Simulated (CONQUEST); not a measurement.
Pt:

```
Pt
1.0
     2.77313    0.00000    0.00000
     0.00000    2.77313    0.00000
     0.00000    0.00000    3.92180
Pt
2
Direct
  0.00000 0.00000 0.00000
  0.50000 0.50000 0.50000
```

| Quantity | Value |
| --- | --- |
| Program | CONQUEST 1.3 |
| Task | single point |
| Functional | PBE |
| Potentials or basis | PseudoDojo NC PBE, DZP, grid cutoff 120 Ha |
| k mesh | 10 × 10 × 7 |
| Occupations | fermi-dirac, width 0.05 eV |
| Spin | no spin polarisation |

On this cell: pressure 12.4 GPa; largest force zero by symmetry; band gap on the k mesh none (metal or under the smearing width).

The same run follows on a disturbed copy (atoms of the box moved at random, drawn with an rms of 0.05 Å):

```
Pt
1.0
     2.77313    0.00000    0.00000
     0.00000    2.77313    0.00000
     0.00000    0.00000    3.92180
Pt
2
Direct
  0.01966 0.99481 0.99826
  0.50235 0.50026 0.49946
```

Task: What does the disturbed cell give?

Result: The energy (extrapolated to zero smearing) moves by +4.9 meV/atom; pressure 12.6 GPa; largest force 0.371 eV/Å; band gap on the k mesh none (metal or under the smearing width).

Forces on the atoms (eV/Å):
```
Pt  -0.344  0.111  0.085
Pt   0.341 -0.112 -0.080
```

Caveats: the box holds several primitive cells, so bands are folded and the points are those of the box's own zone; the basis of atomic orbitals isn't converged, which shifts pressures, moduli and gaps; the real-space grid breaks the cell's symmetry a little (some runs).
